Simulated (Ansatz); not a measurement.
**Hf: clamped-ion strain scan**

These are results of DFT PBE, scalar-relativistic, plane waves, PAW in Ansatz, not measurements. Settings: plane waves to 420 eV, k-mesh 18×18×10 (Γ-centred), Gaussian smearing 0.15 eV. Spin–orbit coupling is left out, which can shift energies with elements as heavy as these. No spin polarisation. Energies are free energies at this smearing, counted from the undisturbed cell; pressure is positive in compression.

The undisturbed cell (as given, not relaxed at this level; it stands at 0.8 GPa):

```yaml
crystal:
  lattice:
    - [3.19670, 0.00000, 0.00000]
    - [-1.59835, 2.76842, 0.00000]
    - [0.00000, 0.00000, 5.05780]
  atoms:
    - { symbol: Hf, position: [0.33333, 0.66667, 0.25000] }
    - { symbol: Hf, position: [0.66667, 0.33333, 0.75000] }
```

The cell is strained by ε times the Voigt pattern (1, -1, 0, 0, 0, 0) (xx, yy, zz, yz, xz, xy; engineering shear) with fractional coordinates fixed. The cell is metallic on the mesh throughout.

```csv
ε,ΔE (meV/atom),"stress summed along the pattern (GPa, tension positive)",pressure (GPa)
-0.1500,365.5,-28.43,4.9
-0.1125,224.1,-24.07,3.1
-0.0750,106.2,-18.70,1.9
-0.0375,27.3,-10.31,1.1
0.0000,0.0,0.00,0.8
0.0375,25.1,9.03,1.0
0.0750,87.3,13.16,1.7
0.1125,162.1,14.02,2.6
0.1312,202.6,14.42,3.2
0.1500,245.3,14.58,4.0
```